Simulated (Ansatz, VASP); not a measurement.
**ZnS: VASP beside Ansatz**

File INCAR:

```
SYSTEM = ZnS
PREC = Accurate
ENCUT = 520
EDIFF = 1E-6
ISMEAR = 0
SIGMA = 0.01
LREAL = .False.
LASPH = .True.
NELM = 60
ALGO = Normal
ISIF = 2
LWAVE = .False.
LCHARG = .True.
GGA = PS
LELF = .True.
LVHAR = .True.
NBANDS = 26
```

KPOINTS

```
regular mesh
0
Gamma
  9 9 6
  0 0 0
```

Contents of POSCAR:

```
ZnS
1.0
    3.8230000000      0.0000000000      0.0000000000
   -1.9115000000      3.3108151187      0.0000000000
    0.0000000000      0.0000000000      6.2610000000
Zn S
2 2
Direct
    0.3333333333      0.6666666667     -0.0625000000
    0.6666666667      0.3333333333      0.4375000000
    0.3333333333      0.6666666667      0.4375000000
    0.6666666667      0.3333333333      0.9375000000
```

Input for Ansatz:

```yaml
crystal:
  lattice:
    - [3.823, 0.0, 0.0]
    - [-1.9115, 3.3108151187, 0.0]
    - [0.0, 0.0, 6.261]
  atoms:
    - { symbol: Zn, position: [0.3333333333, 0.6666666667, -0.0625] }
    - { symbol: Zn, position: [0.6666666667, 0.3333333333, 0.4375] }
    - { symbol: S, position: [0.3333333333, 0.6666666667, 0.4375] }
    - { symbol: S, position: [0.6666666667, 0.3333333333, 0.9375] }
basis:
  ecutwfc: 420
  xc_grid: 2
kpoints:
  mp_grid: { grid: [9, 9, 6] }
hamiltonian:
  xc: pbesol
  pseudopotentials: { kind: paw, azcp: { folder: soft_1 } }
scf:
  occupations: { method: fixed }
output:
  forces: true
  stress: true
  eigenvalues: true
  polarization: {}
```

Change from the starting cell: polar distortion scaled by 0.00.

Alike in both runs: task single point; functional PBEsol; k mesh 9 × 9 × 6; no spin polarisation.

```csv
,VASP,Ansatz
version,VASP 6.6.1,Ansatz 0.2.0
potentials or method,"VASP PAW PBE potentials, release 64 (Zn, S)","scalar-relativistic, plane waves, PAW"
plane-wave cutoff (eV),520,420
occupations,"gaussian, width 0.01 eV",fixed
valence electrons in the cell,36,36
```

```csv
,VASP,Ansatz,Ansatz less VASP
gap on the k mesh at the Fermi level (eV),2.38,2.37,-0.012
least direct gap on the mesh (eV),2.40,2.39,-0.011
pressure (GPa),3.3,3.0,-0.22
largest component of the traceless stress (GPa),4.60,4.41,-0.186
```

Ansatz warned: «pseudo_functional_mismatch».

Caveats: the PAW data sets were made with another functional, which shifts forces and pressure a little (VASP); an odd mesh through Γ misses points on the zone boundary, where band edges often lie.
